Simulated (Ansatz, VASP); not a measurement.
Sb in VASP and in Ansatz

File INCAR:

```
  ALGO = Fast
  EDIFF = 1E-7
  ENCUT = 520
  GGA = RP
  ISIF = 2
  ISMEAR = -1
  LASPH = T
  LCHARG = F
  LREAL = F
  LWAVE = F
  NBANDS = 8
  NELM = 60
  PREC = Accurate
  SIGMA = 0.1
```

Contents of KPOINTS:

```
k-points
0
Gamma
  13 13 13
```

Contents of POSCAR:

```
Sb
1.0
    0.0000000000      2.3798262182      2.3798262182
    2.3798262182      0.0000000000      2.3798262182
    2.3798262182      2.3798262182      0.0000000000
Sb
1
Direct
    0.0000000000      0.0000000000      0.0000000000
```

Input for Ansatz:

```yaml
crystal:
  lattice:
    - [0.0, 2.3798262182, 2.3798262182]
    - [2.3798262182, 0.0, 2.3798262182]
    - [2.3798262182, 2.3798262182, 0.0]
  atoms:
    - { symbol: Sb, position: [0.0, 0.0, 0.0] }
hamiltonian:
  xc: rpbe
  pseudopotentials:
    kind: paw
    azcp:
      Sb: "pseudopotentials/Sb.paw.azcp"
basis:
  ecutwfc: 420
  fft_grid_basis: typed
kpoints:
  mp_grid: { grid: [13, 13, 13], shift: [0, 0, 0] }
magnetization:
  spin_polarized: false
scf:
  occupations: { method: fermi_dirac, width: 0.1 }
  lower_state_search: "off"
output:
  stress: true
```

Alike in both runs: task single point; functional RPBE; k mesh 13 × 13 × 13; occupations fermi-dirac, width 0.1 eV; no spin polarisation.

|  | VASP | Ansatz |
| --- | --- | --- |
| version | VASP 6.6.1 | Ansatz 0.2.0 |
| potentials or method | VASP PAW PBE potentials, release 64 (Sb) | plane waves (420 eV) with PAW, scalar-relativistic |
| plane-wave cutoff (eV) | 520 | 420 |
| valence electrons in the cell | 5 | 15 |

```csv
,VASP,Ansatz,Ansatz less VASP
pressure (GPa),2.3,2.6,+0.22
```

The functional is the same, so the differences come from potentials, cutoffs and numerics. The two sets of potentials don't hold the same shells in valence.

Caveats: the PAW data sets were made with another functional, which shifts forces and pressure a little (VASP). Spin-orbit coupling is left out, which matters for the levels of Sb.
